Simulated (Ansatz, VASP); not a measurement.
## La: VASP beside Ansatz

INCAR

```
SYSTEM = La
PREC = Accurate
ENCUT = 520
EDIFF = 1E-6
ISMEAR = -1
SIGMA = 0.1
LREAL = .FALSE.
LASPH = .TRUE.
NELM = 80
ALGO = Normal
ISIF = 2
LWAVE = .FALSE.
LCHARG = .TRUE.
GGA = PS
LELF = .TRUE.
LVHAR = .TRUE.
NBANDS = 24
```

Contents of KPOINTS:

```
regular mesh
0
G
  7 7 10
  0 0 0
```

The input POSCAR:

```
La
1.0
    6.0297893811      0.0000000000      0.0000000000
   -3.0148946906      5.2219507835      0.0000000000
    0.0000000000      0.0000000000      3.6537466371
La
3
Direct
    0.0000000000      0.0000000000      0.0000000000
    0.3333333333      0.6666666667      0.5000000000
    0.6666666667      0.3333333333      0.5000000000
```

Input for Ansatz:

```yaml
crystal:
  lattice:
    - [6.0297893811, 0.0, 0.0]
    - [-3.0148946906, 5.2219507835, 0.0]
    - [0.0, 0.0, 3.6537466371]
  atoms:
    - { symbol: La, position: [0.0, 0.0, 0.0] }
    - { symbol: La, position: [0.3333333333, 0.6666666667, 0.5] }
    - { symbol: La, position: [0.6666666667, 0.3333333333, 0.5] }
hamiltonian:
  xc: pbesol
  pseudopotentials:
    kind: paw
    azcp:
      La: "pseudopotentials/La.paw.azcp"
basis:
  ecutwfc: 420
  fft_grid_basis: typed
kpoints:
  mp_grid: { grid: [7, 7, 10], shift: [0, 0, 0] }
magnetization:
  spin_polarized: false
scf:
  occupations: { method: fermi_dirac, width: 0.1 }
  lower_state_search: "off"
output:
  stress: true
```

Alike in both runs: task single point; functional PBEsol; k mesh 7 × 7 × 10; occupations fermi-dirac, width 0.1 eV; no spin polarisation.

|  | VASP | Ansatz |
| --- | --- | --- |
| version | VASP 6.6.1 | Ansatz 0.2.0 |
| potentials or method | VASP PAW PBE potentials, release 64 (La) | plane waves (420 eV) with PAW, scalar-relativistic |
| plane-wave cutoff (eV) | 520 | 420 |
| valence electrons in the cell | 33 | 33 |

```csv
,VASP,Ansatz,Ansatz less VASP
pressure (GPa),-2.7,-2.8,-0.02
largest component of the traceless stress (GPa),0.40,0.41,+0.005
```

Ansatz warned: «pseudo_functional_mismatch».

Caveats: the PAW data sets were made with another functional, which shifts forces and pressure a little (VASP). Spin-orbit coupling is left out, which matters for the levels of La.
